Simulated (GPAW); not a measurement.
**ZnSe (Stilleite): dielectric tensor with LDA**

**The experiment to reproduce.**

A printed reference work, textbook reports, for a bulk crystal of ZnSe: high-frequency dielectric constant 5.9.

Crystal: ZnSe (Stilleite).

```
CELL_PARAMETERS angstrom
0.00000 2.87109 2.87109
2.87109 0.00000 2.87109
2.87109 2.87109 0.00000
ATOMIC_POSITIONS crystal
Se 0.75000 0.75000 0.75000
Zn 0.00000 0.00000 0.00000
```

| Item | Value |
| --- | --- |
| Program | GPAW 26.7.0 |
| Task | dielectric tensor |
| Functional | LDA |
| Potentials or basis | the program's PAW data sets (release 1.2.1) made for this functional |
| Cutoff | 500 eV |
| Basis | pw |
| k mesh | 7 × 7 × 7 |
| Occupations | fermi-dirac, width 0.001 eV |
| Spin | no spin polarisation |
| Response ecut | 80 eV |
| Maxiter | 150 |
| Response k mesh | 20 × 20 × 20 |
| Response bands | 29 |
| Kernels | ["RPA"] |
| Coarser k mesh | 20 × 20 × 20 |

The band gap on the k mesh is 0.89 eV, direct and the electronic dielectric tensor (diagonal) is 7.52.

Electronic dielectric tensor:
```
7.52 0.00 0.00
0.00 7.52 0.00
0.00 0.00 7.52
```

It took 4.9 min on 1 thread of Arm Neoverse V1, with other jobs on the host, peak memory 0.53 GiB.

The gap isn't set beside the measured one, since this odd mesh misses points on the zone boundary. Against the measured high-frequency dielectric constant of ZnSe, 5.9 (a printed reference work, textbook), the calculated 7.52 is off by +27.5 %.

Caveat: the long-wavelength limit can be off by several per cent where d states take part.
